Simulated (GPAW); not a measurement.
Crystal: In.

```
In
1.0
    -1.88253    1.88253    1.88253
     1.88253   -1.88253    1.88253
     1.88253    1.88253   -1.88253
In
1
Direct
  0.00000 0.00000 0.00000
```

This isn't the form of In at room conditions, which is tetragonal.

- Program: GPAW 26.7.0
- Task: single point
- Functional: PBEsol
- Potentials or basis: PAW data sets generated in the run's folder for this functional
- Cutoff: 600 eV
- Basis: pw
- k mesh: 10 × 10 × 10
- Occupations: fermi-dirac, width 0.05 eV
- Spin: no spin polarisation

On this cell: pressure -1.7 GPa; band gap on the k mesh none (metal or under the smearing width).

The same run follows on a disturbed copy (cell strained at random at fixed volume):

```
CELL_PARAMETERS angstrom
-1.86975 1.85713 1.91387
1.83353 -1.91280 1.93333
1.85852 1.90157 -1.96954
ATOMIC_POSITIONS crystal
In 0.99990 0.99783 0.00147
```

Question: What does the disturbed cell give?

Answer: The energy (extrapolated to zero smearing) moves by +1.4 meV/atom; pressure -1.6 GPa; band gap on the k mesh none (metal or under the smearing width).

Stress tensor (GPa, compression positive):
```
-1.19 -0.07  0.30
-0.07 -1.78  0.59
 0.30  0.59 -1.91
```
